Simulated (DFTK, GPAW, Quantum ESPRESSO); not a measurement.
Programs and potentials compared: the bulk modulus of 12 crystals

The same calculation (PBE, Γ-centred k mesh with a spacing near 0.25 Å⁻¹, Fermi-Dirac smearing of 0.05 eV, no spin-orbit coupling) was run on each cell with:

- A: Quantum ESPRESSO, SSSP 1.3 efficiency PBE, cutoffs 748 to 816 eV
- B: GPAW, GPAW PAW data sets (gpaw-data 1.2.1), cutoffs 600 to 800 eV
- C: DFTK, PseudoDojo 0.4.1 standard (PBE), cutoffs 980 to 1197 eV

Moduli come from Birch-Murnaghan fits over scaled cells with fixed shape and fractions, which off cubic symmetry can lie above the relaxed values. Not every cell is the stable form of its formula. Spin polarisation and spin-orbit coupling are off unless named.

```tsv
crystal	A (GPa)	B (GPa)	C (GPa)
AlN (F-43m)	194.35	192.45	192.93
HfC (Fm-3m)	236.72	239.17	236.73
HfN (Fm-3m)	265.75	268.26	265.77
Re (P6_3/mmc, 2 atoms)	363.93	363.13	?
NaI (Fm-3m)	15.14	15.02	?
C (Fd-3m)	433.64	433.35	432.35
KTaO3 (Pm-3m)	189.11	187.60	187.83
TiAl (P4/mmm, 2 atoms)	114.02	113.95	113.96
ZrB2 (P6/mmm, 3 atoms)	238.57	239.71	?
TiB2 (P6/mmm, 3 atoms)	254.28	254.41	254.76
TaN (Fm-3m)	331.03	331.51	328.66
SiC (P6_3mc, 4 atoms)	213.25	212.58	211.98
```

Q: Estimate what C gave in the places left open.

A: In the rows shown C lies -0.28 % from the mean of the other plane-wave columns in the median. The runs gave Re 363.71 GPa (+0.05 %); NaI 15.25 GPa (+1.13 %); ZrB2 238.74 GPa (-0.17 %). The figures use the values as printed, and the reference carries errors of its own.
